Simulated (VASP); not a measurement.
The system is MgO.

```
CELL_PARAMETERS angstrom
3.30779 0.00000 0.00000
-1.65389 2.86463 0.00000
0.00000 0.00000 4.98288
ATOMIC_POSITIONS crystal
Mg 0.33333 0.66667 0.00216
Mg 0.66667 0.33333 0.50216
O 0.33333 0.66667 0.40244
O 0.66667 0.33333 0.90244
```

Measurements of this composition are mostly on another form, of space group No. 225.

| Quantity | Value |
| --- | --- |
| Program | VASP 6.6.1 |
| Task | relaxation of cell and atoms |
| Functional | PBEsol |
| Potentials or basis | VASP PAW PBE potentials, release 64 (Mg, O) |
| Cutoff | 600 eV |
| k mesh | 3 × 3 × 2 |
| Occupations | gaussian, width 0.02 eV |
| Spin | no spin polarisation |

At the start: pressure -0.1 GPa; volume 11.80 Å³/atom.

Question: Where does the relaxation end?

Answer: Over 41 steps the energy falls by 58.0 meV/atom and the volume is 11.05 Å³/atom (-6.4 %); space group P6_3/mmc (No. 194, to 0.05 Å).

The path:
```
step  energy change (eV)  largest force (eV/Å)  pressure (GPa)  volume (Å³)
   1              0.0000                0.0002           -0.08        47.22
   3             -0.0001                0.0194            0.04        47.16
   5             -0.0004                0.0143            0.00        47.14
   7             -0.0012                0.0034           -0.22        47.02
   9             -0.0246                0.1279           -1.47        46.46
  11              2.0241                7.1331           32.19        42.48
  13             -0.1044                0.0604            2.95        44.07
  15             -0.1585                0.5567            0.42        44.52
  17             -0.1585                0.5552            0.43        44.52
  19             -0.1585                0.5485            0.44        44.52
  21             -0.1585                0.5432            0.45        44.52
  23             -0.1586                0.5428            0.45        44.52
  25             -0.1589                0.5411            0.44        44.52
  27             -0.1603                0.5342            0.41        44.52
  29             -0.1658                0.5074            0.29        44.53
  31             -0.1849                0.4084           -0.15        44.57
  33             -0.2253                0.1179           -1.38        44.71
  35             -0.2285                0.0438           -1.67        44.76
  37             -0.2318                0.0196            0.05        44.17
  39             -0.2318                0.0168            0.01        44.18
  41             -0.2319                0.0017           -0.01        44.19
```

Final structure:
```yaml
crystal:
  lattice:
    - [3.49160, 0.00000, 0.00000]
    - [-1.74580, 3.02381, 0.00000]
    - [0.00000, 0.00000, 4.18544]
  atoms:
    - { symbol: Mg, position: [0.33333, 0.66667, 0.95234] }
    - { symbol: Mg, position: [0.66667, 0.33333, 0.45234] }
    - { symbol: O, position: [0.33333, 0.66667, 0.45226] }
    - { symbol: O, position: [0.66667, 0.33333, 0.95226] }
```

Caveat: the k mesh is coarse (spacing up to 0.73 Å⁻¹), so the values aren't converged; the PAW data sets were made with another functional, which shifts forces and pressure a little.
